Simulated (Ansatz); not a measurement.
# Fe (Fmmm) in Ansatz: notebook

One crystal, Fe, is run at these levels: LDA; tasks: phonons, elastic constants.

All numbers are computed with Ansatz 0.2.0; they aren't measurements. Logs are shortened: lines on timing, memory, paths and dates and some standing lists are left out, and cuts for length are marked.

## Step 1: Starting point

Symmetry: Fmmm, No. 69, orthorhombic system. The conventional cell has a = 2.997 Å, b = 3.883 Å, c = 3.930 Å, α = 90.00°, β = 90.00°, γ = 90.00°. Around Fe (site symmetry mmm) lie 12 Fe at 2.45 to 2.76 Å.

## Step 2: Phonons, LDA, collinear spin, ferromagnetic start

input.yaml

```yaml
crystal:
  lattice:
    - [0.0, 1.9417396906, 1.9651051623]
    - [1.4984397099, 0.0, 1.9651051623]
    - [1.4984397099, 1.9417396906, 0.0]
  atoms:
    - { symbol: Fe, position: [0.0, 0.0, 0.0], spin: 3.0 }
hamiltonian:
  xc: lda
  pseudopotentials: { kind: paw }
magnetization:
  spin_polarized: true
kpoints:
  mp_grid: { grid: [10, 10, 10] }
scf:
  occupations: { method: fermi_dirac, width: 0.05 }
phonons:
  method: dfpt
```

Potentials or basis: Ansatz PAW.

The run is started by

```console
ansatz run input.yaml --threads 2 --pin off --max-ram 5632MiB --backend cpu --events-out ev --progress --plain --runs-dir out
```

Log:

```text
Warning: RAYON_NUM_THREADS=2 ignored (pool sized by the plan → 2); use --threads N
zone centre: on kpoints.mp_grid the ground state, and the responses unless they are solved on pairs of k-points, stand on 171 of the mesh's 1000 k-points, reduced under 8 symmetry operations, with k and −k counted as one. Each operation leaves every solved displacement unchanged or reverses it
Engine: ansatz 0.2.0, x86_64-unknown-linux-gnu
Pseudopotentials: kind: paw
Pseudopotential: Fe, paw, valence charge 16, recommended cutoff 420 eV (normal), Fe.paw.azcp
Functional definition: SPW92
  exchange = slater_x
  correlation = pw_c
Crystal: 1 atoms, lattice volume = 11.435 Å³
Basis set: ecut = 420 eV, 221 PW (Γ), exchange–correlation on 40×40×40 points (8 copies of the dense FFT grid, shifted against one another)
Bands: 14, of which v1, the nominal top of the filled ones, is band 8 counted from 1 (7 counted from 0)
Symmetry: 8 space group operations
Space group: Fmmm (ITA 69), of the structure as read, at distance tolerance 2.3e-5 Å
Magnetic group: BNS 69.521 (UNI 619), of the structure as read, at distance tolerance 2.3e-5 Å
k-points: 171 of 1000
Non-local potential: Fe, projectors of the file, l = 0: 3, l = 1: 2, l = 2: 3, l = 3: 1
PAW form: soft (Blöchl's): semilocal exchange-correlation on the pseudo side does not see the compensation charge
PAW frozen core: Fe, regenerated for the run's functional, and the local potential with it (the file was generated under x = pbe(κ = 0.804, μ = 0.2195149727645171), c = pbe(β = 0.06672455060314922))
PAW one-centre angular grid: Fe, 590 points (default); XC on 64 Gauss nodes
Initial density: superposition of atomic densities (chi_scale 0.1, normalization cell)
Starting moments: Σ|m| = 3 μB on 1 of 1 site
Initial wavefunctions: pseudopotential atomic-orbital guess
Functional: x = slater, c = lda
SCF 1 converged in 10 iterations: F = -4419.864553 eV  dr2 = 5.86e-11
a single point of the input's cell can leave the moments in the input for a lower state (scf.lower_state_search): this run first made a single point of its cell. This run's own SCFs start from the density of the state that the single point found, with the moments in the input. The single point stayed on the moments in the input.
Initial density: read from a saved state, or passed on in memory by an earlier SCF of this step, an earlier step, the calling program or the single point that the run made first
Stability of the state it starts from, as read at its close in the collinear treatment: not read negative (Ritz values of 1 − χ₀K, real part plus size of imaginary part, from 0.80 to 1.0, by its mixing steps under the symmetry group of the SCF that read it); its run was given moments
Starting moments: Σ|m| = 3 μB on 1 of 1 site; this step starts from the density that it was given
iter 1 solved again at ethr=2.52e-9 eV; its pass at ethr=3.10e-3 eV (dr2=4.03e-7 eV) is discarded
SCF iter   1: F=—  HF=-4419.864553 eV  |F-HF|=—  |Δ(HF+E_count)|=         —  Δρ=3.42e-7 (↑3.42e-7 ↓1.61e-7)  dr2=6.96e-12  dr2_m=4.63e-12  M=2.154 μB ∫|m|=2.217 μB  β_m=0.65  ethr=2.52e-9  ⟨swp⟩=3.1  Hψ=37781  notcnv=0
preconditioner: auto → none  [metal: Δε(μ)=0.009 eV  Ē_g=14.894 eV  σ=0.050 eV  W_gap=0.05  n_scr=0 (ndim 8)  ℏωp=31.1 eV  f_vac=0.000  D(μ)=0.88/eV (n_scr^D=12)]
SCF iter   2: F=-4419.864553 eV  HF=-4419.864553 eV  |F-HF|=1.82e-12  |Δ(HF+E_count)|=   7.53e-9  Δρ=1.10e-7 (↑1.10e-7 ↓8.70e-8)  dr2=2.47e-12  dr2_m=3.64e-13  M=2.154 μB ∫|m|=2.217 μB  ethr=1.00e-12  ⟨swp⟩=4.9  Hψ=24356  notcnv=0
SCF 2 converged in 2 iterations: F = -4419.864553 eV  dr2 = 2.47e-12
DFPT response loops at Γ: preconditioner auto → Kerker (q_TF=auto, 2.885 Å⁻¹) (partly filled bands, converged f_vac=0.000); β = 1.00, the filter's whole step (`scf.mixing.beta` (0.30) is not read by the response loops under this deck's `scf.mixing.preconditioner`; to damp them name `kerker` or `kerker_dos`, under which they read `scf.mixing.beta`, and type it under 1.00, their step now; both keys bind the ground state too); Broyden in place of MSR1
SCF converged after 2 iterations
Magnetization: 2.1541 μB (9.0770 up, 6.9230 down)
Absolute magnetization: 2.2170 μB (∫|ρ↑−ρ↓|, with the PAW one-centre terms)
Spin contamination: 0.0237 ħ² per cell (⟨S²⟩ above its minimum at these occupations)
Per-site moments (μB) at R_I (Å): [(2.1671496864286954, 1.011733477502028)]
Free energy (F): -4419.864553 eV
Harris-Foulkes:  -4419.864553 eV  (|F-HF|=1.82e-12)
Internal energy: -4419.857302 eV  (E = F + TS)
E sigma→0 (E₀):  -4419.860928 eV
Entropy (-TS):   -0.007251 eV (-7.251 meV/atom)
Fermi energy:    18.056341 eV
--- Per-component energies (eV) ---
  E_band       = -216.265298
  E_kinetic    = 350.811407
  E_local      = -2076.534352  (includes V_loc(G=0)·N_el)
  E_nonlocal   = 222.455458
  E_hartree    = 868.458351
  E_xc         = -117.053230
  E_vxc        = -151.489638  (∫ρ·V_xc dr)
  E_paw        = -1305.512416  (= ΣΔE_a)
  E_vpaw       = -298.425887  (= ΣTr[D̂ρ^β])
  E_aug_tail   = 0.000924  (compensation charges beyond the density's cutoff)
  E_ewald      = -2362.884979
  E_core_change = 0.401536  (= ΣΔE_core)
  E_smearing   = -0.007251  (= −TS)
  E_closure    = 0.000000  (closes the sum)
  Σ components = -4419.864553   (vs F -4419.864553, Δ=0.00e0)
--- Band table (eV; the first three rows and the last of 342) ---
  k-point 0 ↑: bands = ["-69.2471", "-35.4341", "-35.4213", "-35.4125", "9.4279", "15.5569", "15.6585", "16.0277", "16.8173", "17.2296", "41.1327", "42.6280", "42.8861", "47.2261"]
  k-point 1 ↑: bands = ["-69.2396", "-35.4677", "-35.4309", "-35.4222", "9.8286", "15.5700", "15.6611", "16.1158", "16.7567", "17.1857", "39.6147", "41.6141", "42.5545", "45.9814"]
  k-point 2 ↑: bands = ["-69.2199", "-35.5726", "-35.4614", "-35.4244", "10.9388", "15.4440", "15.5289", "16.6225", "16.6916", "17.1384", "35.4173", "40.0374", "42.0856", "44.2220"]
  k-point 170 ↓: bands = ["-66.6998", "-33.4537", "-33.1938", "-33.0379", "14.3414", "15.8529", "19.1005", "19.7398", "19.8806", "20.5970", "27.0789", "35.3191", "36.9058", "41.0460"]
--- Phonons (Γ-DFPT): 3 representative perturbations + reference, on 171 of 1000 k-points (Σ response iterations 9) ---
  k mesh reduced under 8 symmetry operations, with k and −k counted as one. Each operation leaves every solved displacement unchanged or reverses it
  ASR residual: 6.007e-4 → 0.000e0 eV/Å²; symmetrization residual: 1.084e-19 eV/Å²
  ASR residual per site (eV/Å²): 6.01e-4
  Γ frequencies (cm⁻¹): 0.00 0.00 0.00
  non-analytic LO–TO correction: not included (Born effective charges unavailable; polar crystals: no LO–TO splitting at Γ)
```

second_order_force_constants.tsv:

```text
# format = ansatz-second-order-force-constants/2
# a1_ang = 0e0 1.9417396906e0 1.9651051623e0
# a2_ang = 1.4984397099e0 0e0 1.9651051623e0
# a3_ang = 1.4984397099e0 1.9417396906e0 0e0
# n_basis = 1
# site_fields = element frac_a1 frac_a2 frac_a3 mass_amu
# site 0 = Fe 0e0 0e0 0e0 5.5845e1
# supercell = 1 1 1
# site_rule = site = cell*n_basis + kappa, cell = (t1*n2 + t2)*n3 + t3, with n1 n2 n3 from the supercell key
# method = dfpt
# k_mesh = 10 10 10
# k_mesh_shift = 0 0 0
# occupation_method = fermi_dirac
# smearing_width_ev = 5e-2
# n_rotations = 8
# rotation 0 = -1 -1 -1 0 0 1 0 1 0
# rotation 1 = -1 0 0 0 -1 0 0 0 -1
# rotation 2 = 0 -1 0 -1 0 0 1 1 1
# rotation 3 = 0 0 -1 1 1 1 -1 0 0
# rotation 4 = 0 0 1 -1 -1 -1 1 0 0
# rotation 5 = 0 1 0 1 0 0 -1 -1 -1
# rotation 6 = 1 0 0 0 1 0 0 0 1
# rotation 7 = 1 1 1 0 0 -1 0 -1 0
# asr_row_sum_pre_ev_ang2 0 = 4.976735435473345e-4 9.403954808767829e-38 -1.2037062152420224e-35 9.403954808767829e-38 6.007256005685592e-4 -2.350988701644575e-38 -1.2037062152420224e-35 -2.350988701644575e-38 5.967203342554128e-4
# asr_residual_pre_ev_ang2 = 6.007256005685592e-4
# asr_residual_post_ev_ang2 = 0e0
# symmetrization_residual_ev_ang2 = 1.0842021724855044e-19
# units = eV/Å^2
# kappa	j	t1	t2	t3	kappa_j	phi_xx	phi_xy	phi_xz	phi_yx	phi_yy	phi_yz	phi_zx	phi_zy	phi_zz
0	0	0	0	0	0	0e0	0e0	0e0	0e0	0e0	0e0	0e0	0e0	0e0
```

It took 5.6 s on 2 threads of AMD EPYC 9R45 (Zen 5), shared host; peak memory 0.45 GiB.

Results:

```yaml
Free_energy: -4419.8646 eV
Band_gap_on_the_k_mesh: none (metal or under the smearing width)
Net_moment: 2.15 μB per cell
Absolute_moment: 2.22 μB per cell
Site_moments: Fe +2.17 μB
```

Caveat: the PAW data sets come from PBE, with cores solved anew for the run's functional, which leaves a small shift of forces and pressure.

## Step 3: Elastic constants, LDA, collinear spin, ferromagnetic start

input.yaml, as its differences from that of step 2:

```diff
@@ -16,3 +16,7 @@
   occupations: { method: fermi_dirac, width: 0.05 }
-phonons:
-  method: dfpt
+output:
+  forces: true
+  stress: true
+elastic:
+  mode: clamped_ion
+  stencil: two_point
```

Potentials or basis: Ansatz PAW.

The run is started by

```console
ansatz run input.yaml --threads 2 --pin off --max-ram 5632MiB --backend cpu --events-out ev --progress --plain --runs-dir out
```

Log:

```text
Warning: RAYON_NUM_THREADS=2 ignored (pool sized by the plan → 2); use --threads N
[... 6 set-up lines as earlier in the session ...]
Crystal: 1 atoms, lattice volume = 11.435 Å³
Basis set: ecut = 420 eV, 221 PW (Γ)
Bands: 14, of which v1, the nominal top of the filled ones, is band 8 counted from 1 (7 counted from 0)
[... 2 set-up lines as earlier in the session ...]
Magnetic group: BNS 69.521 (UNI 619), of the structure as read, at distance tolerance 2.3e-5 Å
k-points: 171 of 1000
[... 5 set-up lines as earlier in the session ...]
Starting moments: Σ|m| = 3 μB on 1 of 1 site
[... 2 set-up lines as earlier in the session ...]
SCF 1 converged in 10 iterations: F = -4419.864553 eV  dr2 = 5.85e-11
a single point of the input's cell can leave the moments in the input for a lower state (scf.lower_state_search): this run first made a single point of its cell. This run's own SCFs start from the density of the state that the single point found, with the moments in the input. The single point stayed on the moments in the input.
[... 1 set-up line as earlier in the session ...]
Stability of the state it starts from, as read at its close in the collinear treatment: not read negative (Ritz values of 1 − χ₀K, real part plus size of imaginary part, from 0.80 to 1.0, by its mixing steps under the symmetry group of the SCF that read it); its run was given moments
Starting moments: Σ|m| = 3 μB on 1 of 1 site; this step starts from the density that it was given
iter 1 solved again at ethr=2.52e-9 eV; its pass at ethr=3.10e-3 eV (dr2=4.03e-7 eV) is discarded
SCF iter   1: F=—  HF=-4419.864553 eV  |F-HF|=—  |Δ(HF+E_count)|=         —  Δρ=3.63e-7 (↑3.63e-7 ↓1.67e-7)  dr2=7.23e-12  dr2_m=5.38e-12  M=2.154 μB ∫|m|=2.217 μB  β_m=0.65  ethr=2.52e-9  ⟨swp⟩=3.1  Hψ=37781  notcnv=0
preconditioner: auto → none  [metal: Δε(μ)=0.009 eV  Ē_g=14.894 eV  σ=0.050 eV  W_gap=0.05  n_scr=0 (ndim 8)  ℏωp=31.1 eV  f_vac=0.000  D(μ)=0.88/eV (n_scr^D=12)]
SCF iter   2: F=—  HF=-4419.864553 eV  |F-HF|=—  |Δ(HF+E_count)|=  1.00e-11  Δρ=7.86e-8 (↑7.86e-8 ↓5.15e-8)  dr2=3.57e-13  dr2_m=2.39e-13  M=2.154 μB ∫|m|=2.217 μB  β_m=0.45  ethr=4.52e-14 (applied; sched 1.00e-12)  ⟨swp⟩=3.1  Hψ=9530  notcnv=0
SCF iter   3: F=—  HF=-4419.864553 eV  |F-HF|=—  |Δ(HF+E_count)|=  9.09e-13  Δρ=6.03e-8 (↑6.03e-8 ↓4.86e-8)  dr2=5.74e-13  dr2_m=1.39e-13  M=2.154 μB ∫|m|=2.217 μB  β_m=0.46  ethr=2.23e-15 (applied; sched 1.00e-12)  ⟨swp⟩=2.0  Hψ=7499  notcnv=0
SCF iter   4: F=—  HF=-4419.864553 eV  |F-HF|=—  |Δ(HF+E_count)|=  9.09e-13  Δρ=2.02e-8 (↑1.97e-8 ↓2.02e-8)  dr2=2.03e-14  dr2_m=3.05e-14  M=2.154 μB ∫|m|=2.217 μB  β_m=0.73  ethr=3.59e-15 (applied; sched 1.00e-12)  ⟨swp⟩=2.3  Hψ=6680  notcnv=0
SCF iter   5: F=—  HF=-4419.864553 eV  |F-HF|=—  |Δ(HF+E_count)|=  9.09e-13  Δρ=2.07e-8 (↑2.07e-8 ↓1.41e-8)  dr2=9.09e-14  dr2_m=1.70e-15  M=2.154 μB ∫|m|=2.217 μB  β_m=0.77  ethr=6.25e-16 (applied; sched 1.00e-12)  ⟨swp⟩=1.5  Hψ=5636  notcnv=0
SCF iter   6: F=-4419.864553 eV  HF=-4419.864553 eV  |F-HF|=1.82e-12  |Δ(HF+E_count)|=  1.82e-12  Δρ=2.12e-8 (↑2.12e-8 ↓1.19e-8)  dr2=8.92e-14  dr2_m=2.52e-15  M=2.154 μB ∫|m|=2.217 μB  ethr=1.00e-12  ⟨swp⟩=2.2  Hψ=14201  notcnv=0
SCF 2 converged in 6 iterations: F = -4419.864553 eV  dr2 = 8.92e-14
Crystal: 1 atoms, lattice volume = 11.412 Å³
Initial density: handed on by an earlier stage of this run
Initial wavefunctions: those handed on with the density
iter 1 solved again at ethr=1.89e-7 eV; its pass at ethr=3.10e-3 eV (dr2=3.03e-5 eV) is discarded
[... 133 lines left out ...]
Harris-Foulkes:  -4419.864553 eV  (|F-HF|=1.82e-12)
Internal energy: -4419.857302 eV  (E = F + TS)
E sigma→0 (E₀):  -4419.860927 eV
Entropy (-TS):   -0.007251 eV (-7.251 meV/atom)
Fermi energy:    18.056340 eV
--- Per-component energies (eV) ---
  E_band       = -216.265313
  E_kinetic    = 350.811407
  E_local      = -2076.534407  (includes V_loc(G=0)·N_el)
  E_nonlocal   = 222.455475
  E_hartree    = 868.458394
  E_xc         = -117.053228
  E_vxc        = -151.489635  (∫ρ·V_xc dr)
  E_paw        = -1305.512423  (= ΣΔE_a)
  E_vpaw       = -298.425882  (= ΣTr[D̂ρ^β])
  E_aug_tail   = 0.000924  (compensation charges beyond the density's cutoff)
  E_ewald      = -2362.884979
  E_core_change = 0.401536  (= ΣΔE_core)
  E_smearing   = -0.007251  (= −TS)
  E_closure    = 0.000000  (closes the sum)
  Σ components = -4419.864553   (vs F -4419.864553, Δ=0.00e0)
--- Forces (eV/Å), atoms counted from 1 ---
  atom   1  Fe     0.00000000     0.00000000    -0.00000000
  max |Σ_I F_I| component: 1.60e-31 eV/Å
--- Stress (GPa, compression-positive) ---
      -24.359689       0.000000      -0.000000
        0.000000     -14.687468      -0.000000
       -0.000000      -0.000000     -16.487935
  P = ⅓ Tr σ = -18.5117 GPa (-185.117 kbar)
--- Band table (eV; the first three rows and the last of 342) ---
  k-point 0 ↑: bands = ["-69.2471", "-35.4341", "-35.4213", "-35.4125", "9.4279", "15.5568", "15.6585", "16.0277", "16.8172", "17.2296", "41.1327", "42.6280", "42.8861", "47.2261"]
  k-point 1 ↑: bands = ["-69.2396", "-35.4677", "-35.4309", "-35.4222", "9.8286", "15.5700", "15.6611", "16.1158", "16.7567", "17.1857", "39.6147", "41.6141", "42.5545", "45.9814"]
  k-point 2 ↑: bands = ["-69.2199", "-35.5726", "-35.4614", "-35.4244", "10.9388", "15.4440", "15.5289", "16.6225", "16.6916", "17.1384", "35.4173", "40.0374", "42.0856", "44.2220"]
  k-point 170 ↓: bands = ["-66.6998", "-33.4537", "-33.1938", "-33.0379", "14.3414", "15.8529", "19.1005", "19.7398", "19.8806", "20.5970", "27.0789", "35.3191", "36.9058", "41.0460"]
--- Elastic constants: 6 strain directions × 2 members + reference (group order 8) ---
  dense FFT box of the reference and of every strained cell: 20×18×18
  strains applied: 11, 22, 33, 23, 13, 12; error gains: componentwise 1.00 (the most a stress slope's error grows in a printed constant), spectral 1.00 (1 for all six strains in a standard setting)
  C = ∂σ_k/∂η_j (tension-positive GPa; Voigt order 11 22 33 23 13 12):
       182.608    116.156    134.372      0.000     -0.000     -0.000
       125.941    289.483    134.275      0.000     -0.000      0.000
       142.223    132.324    275.779      0.000     -0.000     -0.000
        -0.000      0.000     -0.000    101.271     -0.000      0.000
        -0.000      0.000     -0.000     -0.000     99.445      0.000
        -0.000     -0.000      0.000      0.000     -0.000    113.363
  reference stress σ⁰ (GPa):     24.360     14.687     16.488      0.000      0.000     -0.000
  C* (energy form; C + prestress term) asymmetry max|C*_kj − C*_jk| = 1.497e-1 GPa — a small one proves nothing (zero by symmetry where the batch's group is 432, −43m or m−3m); a large one is finite-difference/SCF noise where every solve meets its electron count
  moduli (Voigt/Reuss/Hill, GPa): K = 170.35/161.06/165.71   G = 86.50/74.73/80.62   E = 208.10   ν = 0.291
  mechanically stable: yes (min eigenvalue of sym C = 79.13 GPa)
  strain η (Voigt 11):  stress-route row diagonal C_11 = 182.61 GPa, energy-path curvature d²(F+E_count+ΔE)/dδ²/Ω₀ = 181.75 GPa
         δ    σ_11 (GPa)             F (eV)   n_scf  n_hpsi   n_pw
    -2.000e-3      23.9903       -4419.8680036       9   89336    236
     2.000e-3      24.7208       -4419.8610520       8   79789    238
  strain η (Voigt 22):  stress-route row diagonal C_22 = 289.48 GPa, energy-path curvature d²(F+E_count+ΔE)/dδ²/Ω₀ = 286.84 GPa
         δ    σ_22 (GPa)             F (eV)   n_scf  n_hpsi   n_pw
    -2.000e-3      14.1033       -4419.8666066       9   89452    238
     2.000e-3      15.2612       -4419.8624161       7   91901    238
  strain η (Voigt 33):  stress-route row diagonal C_33 = 275.78 GPa, energy-path curvature d²(F+E_count+ΔE)/dδ²/Ω₀ = 275.73 GPa
         δ    σ_33 (GPa)             F (eV)   n_scf  n_hpsi   n_pw
    -2.000e-3      15.9309       -4419.8668620       9   89505    238
     2.000e-3      17.0340       -4419.8621581       7   71775    238
  strain η (Voigt 23):  stress-route row diagonal C_44 = 101.27 GPa, energy-path curvature d²(F+E_count+ΔE)/dδ²/Ω₀ = 91.81 GPa
         δ    σ_23 (GPa)             F (eV)   n_scf  n_hpsi   n_pw
    -2.000e-3      -0.2025       -4419.8645398       8  146168    238
     2.000e-3       0.2025       -4419.8645398       6  110226    238
  strain η (Voigt 13):  stress-route row diagonal C_55 = 99.44 GPa, energy-path curvature d²(F+E_count+ΔE)/dδ²/Ω₀ = 88.21 GPa
         δ    σ_13 (GPa)             F (eV)   n_scf  n_hpsi   n_pw
    -2.000e-3      -0.1989       -4419.8645408       8  148244    238
     2.000e-3       0.1989       -4419.8645408       7  116505    238
  strain η (Voigt 12):  stress-route row diagonal C_66 = 113.36 GPa, energy-path curvature d²(F+E_count+ΔE)/dδ²/Ω₀ = 103.06 GPa
         δ    σ_12 (GPa)             F (eV)   n_scf  n_hpsi   n_pw
    -2.000e-3      -0.2267       -4419.8645397       8  147544    238
     2.000e-3       0.2267       -4419.8645397       6  121750    238
```

elastic.tsv:

```text
[... 16 lines left out ...]
6	-9.4663308627e-30	-6.3108872418e-30	9.4663308627e-30	1.0074775001e-29	-5.6051938573e-45	1.1336285291e2	-2.7793334197e-16	-2.7793334197e-16	-2.7793334197e-16	1.0074775001e-29	-5.6051938573e-45	1.1336285291e2	-7.3955709864e-32	-4.9303806576e-32	7.3955709864e-32	-2.0067846663e-31	-1.4033773902e-77	-1.5597143549e-1
```

Wall time 13 s (2 threads of AMD EPYC 9R45 (Zen 5), shared host); peak memory 0.45 GiB.

Results:

| Item | Value |
| --- | --- |
| Free energy | -4419.8646 eV |
| Pressure | -18.5 GPa |
| Band gap on the k mesh | none (metal or under the smearing width) |
| Net moment | 2.15 μB per cell |
| Absolute moment | 2.22 μB per cell |
| Site moments | Fe +2.17 μB |
| Voigt bulk modulus | 170 GPa |

Elastic tensor in Voigt notation (GPa, in the Cartesian axes of the cell as first typed):
```
183 116 134   0   0   0
126 289 134   0   0   0
142 132 276   0   0   0
  0   0   0 101   0   0
  0   0   0   0  99   0
  0   0   0   0   0 113
```

Caveat: the cell is more than 3 GPa from zero pressure, which shifts response properties; elastic constants of metals need much finer meshes, so these are rough; so large a pressure means that the cell lies far from this level's equilibrium, or that cutoff or potentials fall short; the PAW data sets come from PBE, with cores solved anew for the run's functional, which leaves a small shift of forces and pressure.
